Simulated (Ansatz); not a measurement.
# ZrO2: the cell at several levels of theory

One table from this session's results is given with a row withheld; the runs are named, their logs left out.

Code: Ansatz 0.2.0. PAW datasets, plane waves, zero pressure. Calculated at 0 K for a non-magnetic cell.

## The structure to begin with

This is the cell as the run starts from it, not yet at rest; its lengths are not the crystal's.

Space group Fm-3m (No. 225), cubic; conventional cell a = 5.678 Å, 15.25 Å³ an atom. Zr has 8 O at 2.46 Å; O has 4 Zr at 2.46 Å.

The structure in full:

```xyz
3
Lattice="0.0000 2.8389 2.8389 2.8389 0.0000 2.8389 2.8389 2.8389 0.0000" Properties=species:S:1:pos:R:3 pbc="T T T"
Zr    0.0000    0.0000    0.0000
O     1.4194    1.4194    1.4194
O     4.2583    4.2583    4.2583
```

Set-up of the first run:

The input, input.yaml:

```yaml
crystal:
  lattice:
    - [0.0, 2.8388760067, 2.8388760067]
    - [2.8388760067, 0.0, 2.8388760067]
    - [2.8388760067, 2.8388760067, 0.0]
  atoms:
    - { symbol: Zr, position: [0.0, 0.0, 0.0] }
    - { symbol: O, position: [0.25, 0.25, 0.25] }
    - { symbol: O, position: [0.75, 0.75, 0.75] }
kpoints:
  mp_grid: { grid: [8, 8, 8] }
hamiltonian:
  xc: pbe
scf:
  occupations: { method: fermi_dirac, width: 0.02 }
relax:
  f_tol: 0.005
  cell: {}
```

Run with:

```console
ansatz run input.yaml --threads 4 --pin off --max-ram 7372MiB --backend cpu --events-out ev --progress --plain --runs-dir out
```

Steps of the session up to this table: Relaxing with PBE; Relaxation with r2SCAN; Relaxing with PBEsol; Relaxation with LDA; Relaxation with HSE06.

One table of the session follows, with a row left open; its other results are not shown here.

| level | a (Å) | volume (Å³/atom) |
| --- | --- | --- |
| PBE | 5.116 | 11.157 |
| r2SCAN | 5.089 | 10.986 |
| PBEsol | 5.064 | 10.822 |
| LDA | 5.026 | 10.581 |
| HSE06 | ? | ? |

Estimate the missing values for HSE06.

**Answer.** a (Å): 5.070; volume (Å³/atom): 10.859. In the column «a (Å)» it lies between PBEsol (5.064) and r2SCAN (5.089).

What this shows: The first relaxation changed the volume by -26.9 % from the start. LDA gives the smallest cell and PBE the largest; they differ by 5.4 % in volume, a mean of 1.8 % in length. The meshes differ: PBE 8×8×8, r2SCAN 8×8×8, PBEsol 8×8×8, LDA 8×8×8, HSE06 6×6×6.
